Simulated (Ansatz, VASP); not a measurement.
# Two plane-wave programs on PbS

```
Pb S
1.0
     4.08970    0.00000    0.00000
    -2.04485    3.54178    0.00000
     0.00000    0.00000    3.78817
Pb S
1 1
Direct
  0.00000 0.00000 0.00000
  0.66667 0.33333 0.50000
```

Measurements of this composition are mostly on another form, of space group No. 225.

Alike in both runs: task single point; functional PBEsol; k mesh 15 × 15 × 14; occupations gaussian, width 0.15 eV; no spin polarisation.

|  | VASP | Ansatz |
| --- | --- | --- |
| version | VASP 6.6.1 | Ansatz 0.2.0 |
| potentials or method | VASP PAW PBE potentials, release 64 (Pb_d, S) | scalar-relativistic, plane waves, PAW |
| plane-wave cutoff (eV) | 520 | 420 |
| valence electrons in the cell | 20 | 20 |

```tsv
	VASP	Ansatz	Ansatz less VASP
gap on the k mesh at the Fermi level (eV)	none	none	-
pressure (GPa)	-2.9	-2.9	+0.03
largest component of the traceless stress (GPa)	0.20	0.20	-0.002
```

A gap of «none» marks a metal or a gap that the smearing closes.

Caveats: the PAW data sets were made with another functional, which shifts forces and pressure a little (VASP). The runs have no spin-orbit coupling, so splittings on Pb are missing.
